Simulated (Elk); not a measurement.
Two Elk runs on Er. Level of theory: DFT, revPBE, all-electron APW+lo, Dirac cores, scalar-relativistic bands in Elk 11.2.3 with local patches.

Command: `OMP_NUM_THREADS=1 elk` The run took 93 s on 1 thread of Arm Neoverse N1, on a shared host, peak memory 0.06 GiB.

```
tasks
  0
  110
  115
  15
  10

xctype
  21

rgkmax
  8.5

gmaxvr
  16

lmaxapw
  9

lmaxo
  5

lmaxi
  2

nrmtscf
  1

nempty
  8

epspot
  1e-07

epsengy
  0.0001

maxscl
  60

swidth
  0.0005

stype
  1

lradstp
  4

mixtype
  3

hmaxvr
  6

nxlo
  2

nxoapwlo
  1

reducebf
  0.5

spinpol
  .true.

tforce
  .true.

sppath
  './'

avec
  -3.83488984406 3.83488984406 3.83488984406
  3.83488984406 -3.83488984406 3.83488984406
  3.83488984406 3.83488984406 -3.83488984406

atoms
  1
  'Er.in'
  1
  0.000000000000 0.000000000000 0.000000000000   0.000 0.000 -2.000

ngridk
  9 9 9

wplot
  120 100 1
  -0.55 0.3
```

Muffin-tin radii in the species files: Er 2.80 bohr.

This run did not converge (60 SCF iterations).

A second input differs as follows:

```diff
@@ -37,5 +37,5 @@
 
 maxscl
-  60
+  50
 
 swidth
@@ -58,4 +58,7 @@
 
 nxoapwlo
+  1
+
+chgexs
   1
```

Task: What is wrong with it, and what happens?

Result: The fault: an excess charge on a small bulk cell. The run did not converge (50 SCF iterations).
```
Warning(readinput): nxoapwlo beside nxlo (a quality's, too) :  1 2
 they can be nearly the same functions, and loops lose the density: leave one out then
Warning(rhonorm): total charge density incorrect for s.c. loop 6
 Calculated :    69.06957621
 Required   :    69.00000000
Warning(gndstate): failed to reach self-consistency after 50 loops
```
